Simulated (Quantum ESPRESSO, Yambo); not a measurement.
# AlAs (F-43m): G0W0 on several meshes in Yambo, part 2 of 2

Wanted: mesh dependence and cost of G0W0 for AlAs (F-43m).

Quantum ESPRESSO 7.5 and Yambo 5.3.0; PBE and many-body steps on it, plane waves. Known limits of the many-body steps: not at the basis limit; no spin-orbit coupling; coarse k mesh.

So far. Step 4 (4×4×4): The gap on the mesh goes from 1.44 eV to 2.05 eV, a correction of +0.61 eV. Step 5 (Empty states on the mesh, 2×2×2 mesh, 231 bands): On this mesh the gap is 1.438 eV.

## 6. Conversion and set-up

This step: Yambo 5.3.0; conversion and set-up on PBE, plane waves, norm-conserving pseudopotentials.

Launch:

```
(cd o/x.save; p2y > p2y.log; mv SAVE ../..); yambo > setup.log
```

Log:

```text
 Yambo, version 5.3.0

 [02] CORE Variables Setup
 =========================

  [02.01] Unit cells
  ==================

  Cell kind             :  FCC
  Atoms in the cell     :  Al  As
  number of Al atoms    :  1
  number of As atoms    :  1

  List of atomic masses
  Mass of Al    :  26.98200
  Mass of As    :  74.92200

  List of atomic coordinates    : [cc]
  Al1       :  0.000000  0.000000  0.000000  order 1
  As1       :  2.674340  2.674340  2.674340  order 2

  Alat factors          :  5.348681  5.348681  5.348681 [a.u.]
  Direct lattice volume :  306.0343 [a.u.]
[...]
0.000000  0.000000  0.000000  0.000000  0.000000  0.000000  0.000000  0.000000

 [03] Transferred momenta grid and indexing
 ==========================================

 IBZ Q-points                                      :  3
 BZ  Q-points                                      :   8

 K/Q-points units:
 rlu = crystal or reduced units; cc = cartesian coordinates; iku = interal k-units

 Q [1]          [rlu]:  0.000000  0.000000  0.000000
 Q [2]          [rlu]: -0.16211E-16 -0.16211E-16 -0.50000
 Q [3]          [rlu]:  0.19445E-16 -0.50000     -0.50000

  [03.01] X indexes
  =================

   [03.01.01] Sigma indexes
   ========================

 [06] Game Over & Game summary
```

Wall time 3 s (1 MPI rank of Arm Neoverse V1, shared host); peak memory 0.25 GiB.

## 7. 2×2×2

This step: G0W0 on PBE, plane waves, norm-conserving pseudopotentials.

Contents of gw11.in:

```
HF_and_locXC
gw0
dyson
ppa
em1d
rim_cut
RandQpts= 1000000
RandGvec= 1 RL
EXXRLvcs= 100 Ry
VXCRLvcs= 400 Ry
Chimod= "HARTREE"
% BndsRnXp
 1 | 231 |
%
NGsBlkXp= 17 Ry
% LongDrXp
 1 | 1 | 1 |
%
% GbndRnge
 1 | 231 |
%
DysSolver= "n"
ExtendOut
PPAPntXp= 27.21138 eV
% QPkrange
 1 | 1 | 12 | 15 |
 3 | 3 | 12 | 15 |
%
```

Launch:

```
OMP_NUM_THREADS=1 mpirun -n 8 yambo -F gw11.in -J gw11 -C gw11 > gw11.log
```

Log:

```text
 Yambo, version 5.3.0

 [02] CORE Variables Setup
 =========================

  [... cell, symmetries and grids as in the set-up ...]

  [02.05] Energies & Occupations
  ==============================

  [X] === General ===
  [X] Electronic Temperature                        :  0.000000  0.000000 [eV K]
  [X] Bosonic    Temperature                        :  0.000000  0.000000 [eV K]
  [X] Finite Temperature mode                       : no
  [X] El. density                                   :  0.57332E+24 [cm-3]
  [X] Fermi Level                                   :  6.999082 [eV]

  [X] === Gaps and Widths ===
  [X] Conduction Band Min                           :  1.438227 [eV]
  [X] Valence Band Max                              :  0.000000 [eV]
  [X] Filled Bands                                  :  13
  [X] Empty Bands                                   :   14  231
  [X] Direct Gap                                    :  2.050208 [eV]
  [X] Direct Gap localized at k                     :  1
  [X] Indirect Gap                                  :  1.438227 [eV]
  [X] Indirect Gap between kpts                     :  1  3
  [X] Last valence band width                       :  2.173159 [eV]
  [X] 1st conduction band width                     :  0.704967 [eV]

 [03] Transferred momenta grid and indexing
 ==========================================

 IBZ Q-points                                      :  3
 BZ  Q-points                                      :   8

 K/Q-points units:
 rlu = crystal or reduced units; cc = cartesian coordinates; iku = interal k-units

 Q [1]          [rlu]:  0.000000  0.000000  0.000000
 Q [2]          [rlu]: -0.16211E-16 -0.16211E-16 -0.50000
 Q [3]          [rlu]:  0.19445E-16 -0.50000     -0.50000

 [04] Coloumb potential Random Integration (RIM)
[...]
[Hartree-Fock] El. density                        :  0.57332E+24 [cm-3]
  [Hartree-Fock] Fermi Level                        :  6.999082 [eV]

  [Hartree-Fock] === Gaps and Widths ===
  [Hartree-Fock] Conduction Band Min                :  2.143194 [eV]
  [Hartree-Fock] Valence Band Max                   : -0.824997 [eV]
  [Hartree-Fock] Filled Bands                       :  13
  [Hartree-Fock] Empty Bands                        :   14  231
  [Hartree-Fock] Direct Gap                         :  2.968191 [eV]
  [Hartree-Fock] Direct Gap localized at k          :  2
  [Hartree-Fock] Indirect Gap                       :  2.968191 [eV]
  [Hartree-Fock] Indirect Gap between kpts          :  2  2
  [Hartree-Fock] Last valence band width            :  4.132443 [eV]
  [Hartree-Fock] 1st conduction band width          :  4.884319 [eV]

 [08] Dyson equation: Newton solver
 ==================================

  [08.01] G0W0 (W PPA)
  ====================

  [  GW  ] Bands range     :    1  231
  [GW/PPA] G damping       :  0.100000 [eV]

  QP @ state[ 1 ] K range:  1  1
  QP @ state[ 1 ] b range:  12  15
  QP @ state[ 2 ] K range:  3  3
  QP @ state[ 2 ] b range:  12  15

   Sc/G bands                                       :    1  231
   Sc/G damping                                     :  0.100000 ev
   Sc bands terminator                              : no
   Sx RL components                                 :   5161

   QP @ state[ 1 ] K range                          :  1  1
   QP @ state[ 1 ] b range                          :  12  15
   QP @ state[ 2 ] K range                          :  3  3
   QP @ state[ 2 ] b range                          :  12  15
   GF energies kind                                 : Perdew, Burke & Ernzerhof(X)+Perdew, Burke & Ernzerhof(C)
   GF WF`s kind                                     : Perdew, Burke & Ernzerhof(X)+Perdew, Burke & Ernzerhof(C)
   Xs energies kind                                 : Perdew, Burke & Ernzerhof(X)+Perdew, Burke & Ernzerhof(C)
   Xs WF`s kind                                     : Perdew, Burke & Ernzerhof(X)+Perdew, Burke & Ernzerhof(C)

 [11] Game Over & Game summary
```

Run time: 25 s. Hardware: 8 MPI ranks; peak memory 2.9 GiB; 2.8 min of CPU time.

This step gave:

| Property | Result |
| --- | --- |
| G0W0 gap on the points computed | 1.957 eV |
| starting gap on the mesh | 1.438 eV |
| k of the valence top | 0, 0, 0 |
| k of the conduction bottom | 0, -0.5, -0.5 |
| least direct G0W0 gap on the computed points | 2.871 eV |
| Z at the valence top | 0.8003 |
| Z at the conduction bottom | 0.8178 |

Against G0W0 in Yambo (4×4×4 mesh, 231 bands, screening to 231.3 eV, Godby-Needs plasmon pole), the gap moves by −0.090 eV.

## 8. Side by side

Times are wall times on 8 MPI ranks of Arm Neoverse V1, shared host, good to a factor of about two.

```csv
run,mesh,bands,screening cutoff (eV),DFT gap (eV),gap on the mesh (eV),direct (eV),time
4×4×4,4×4×4,231,231.3,1.438,2.048,2.845,6.2 min
2×2×2,2×2×2,231,231.3,1.438,1.957,2.871,25 s
```

## 9. Summary of results

* 4×4×4: 2.048 eV
* 2×2×2: 1.957 eV
* known limits: not at the basis limit; no spin-orbit coupling; coarse k mesh

What this shows: 2×2×2: −0.090 eV against 4×4×4. Bands and cutoff are finite, so the gap is not at the basis limit. The miss can reach some tenths of an eV and take either sign; the mesh is an error of its own. In the G0W0 runs levels were corrected at 2 k points alone, so a gap called «on the mesh» is the least over those, and an edge elsewhere would be missed. The 4×4×4 mesh is coarse for this cell, which bears on the long-range parts of exchange and screening. Mesh or cutoff lie under what a gap needs, so these runs test behaviour and cost; their gaps are not to be quoted. The many-body steps are scalar-relativistic: spin-orbit coupling is not in them.

[Paths, hosts, dates, memory and timing lines, banners, echoed tables and standing remarks are left out of the program output.]

[Logs are printed without paths, hosts, clocks, repeated set-up lines and the standing remarks that a program may print on its own settings, such as how far it seeks lower states.]

[Runs of the session that timed out or met a known fault of the program may be left out.]

[Hosts, paths, dates, database ids (printed as entryN), source tags and the programs' standing remarks are cut or masked in the printed files.]
